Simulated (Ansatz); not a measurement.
Crystal: Cs2AgBiBr6.

```
Bi Cs Ag Br
1.0
     0.00000    5.61610    5.61610
     5.61610    0.00000    5.61610
     5.61610    5.61610    0.00000
Bi Cs Ag Br
1 2 1 6
Direct
  0.00000 0.00000 0.00000
  0.75000 0.75000 0.75000
  0.25000 0.25000 0.25000
  0.50000 0.50000 0.50000
  0.74945 0.74945 0.25055
  0.25055 0.25055 0.74945
  0.74945 0.25055 0.25055
  0.74945 0.25055 0.74945
  0.25055 0.74945 0.74945
  0.25055 0.74945 0.25055
```

* Program: Ansatz 0.2.0
* Task: relaxation of cell and atoms
* Functional: PBEsol
* Dispersion: D3(BJ)
* Potentials or basis: Ansatz PAW
* Cutoff: 420 eV (not typed: the program's choice for these potentials)
* k mesh: 4 × 4 × 4
* Occupations: fermi-dirac, width 0.05 eV
* Spin: no spin polarisation

At the start: volume 35.43 Å³/atom.

Q: How do energy, volume and symmetry change on relaxing?

A: It ends after 5 steps and the volume is 33.60 Å³/atom (-5.1 %); space group Fm-3m (No. 225, to 0.05 Å).

Step by step:
```csv
step,energy change (eV),largest force (eV/Å),volume (Å³)
1,0.0000,0.3042,354.27
2,-0.1006,0.0221,343.80
3,-0.1170,0.0021,333.68
4,-0.1182,0.0006,336.05
5,-0.1164,0.0007,336.05
```

Final structure:
```yaml
crystal:
  lattice:
    - [0.00000, 5.51811, 5.51811]
    - [5.51811, 0.00000, 5.51811]
    - [5.51811, 5.51811, 0.00000]
  atoms:
    - { symbol: Bi, position: [0.00000, 0.00000, 0.00000] }
    - { symbol: Cs, position: [0.75000, 0.75000, 0.75000] }
    - { symbol: Cs, position: [0.25000, 0.25000, 0.25000] }
    - { symbol: Ag, position: [0.50000, 0.50000, 0.50000] }
    - { symbol: Br, position: [0.74516, 0.74516, 0.25484] }
    - { symbol: Br, position: [0.25484, 0.25484, 0.74516] }
    - { symbol: Br, position: [0.74516, 0.25484, 0.25484] }
    - { symbol: Br, position: [0.74516, 0.25484, 0.74516] }
    - { symbol: Br, position: [0.25484, 0.74516, 0.74516] }
    - { symbol: Br, position: [0.25484, 0.74516, 0.25484] }
```

Caveat: the plane-wave basis is chosen anew once the cell has moved, so the energies of steps on either side of that aren't comparable; the PAW data sets come from PBE, with cores solved anew for the run's functional, which leaves a small shift of forces and pressure.
